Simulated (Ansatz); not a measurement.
Data:

GeO₂:
```cif
data_Ge2O4
_chemical_formula_sum 'Ge2 O4'
_space_group_name_H-M_alt 'P42/mnm'
_space_group_IT_number 136
_space_group_name_Hall '-P 4n 2n'
_cell_length_a 4.37934
_cell_length_b 4.37934
_cell_length_c 2.86450
_cell_angle_alpha 90.000
_cell_angle_beta 90.000
_cell_angle_gamma 90.000
loop_
_atom_site_label
_atom_site_type_symbol
_atom_site_symmetry_multiplicity
_atom_site_Wyckoff_symbol
_atom_site_fract_x
_atom_site_fract_y
_atom_site_fract_z
_atom_site_occupancy
Ge1 Ge 2 a 0.00000 0.00000 0.00000 1
O1 O 4 f 0.30582 0.30582 0.00000 1
```

This is the LDA-relaxed structure.

### Question
All from DFT-LDA in the program Ansatz with PAW potentials, unless another level is named. Give the hole effective mass.

### Answer
1.1, 1.1, 1.7 mₑ (principal values).

### Question
And the band gap?

### Answer
1.91 eV (direct).

### Question
And the formation energy from the elements (no fitted shifts)?

### Answer
-1.83 eV/atom.

### Question
And the weight of the conduction-edge state by species (Voronoi cells)?

### Answer
Ge 51 %, O 49 %.

### Question
Give the valence-band maximum.

### Answer
at Γ.

Space group P4_2/mnm (rutile). Symmetry was held in the LDA relaxation; phonons on a q-mesh show no instability. The references are the lowest solids computed at this level, not always the standard phases (solids in place of the gases). Scalar-relativistic: spin–orbit coupling is off unless named, which matters more the heavier the elements.

Potentials: the later of the program's two PAW sets.
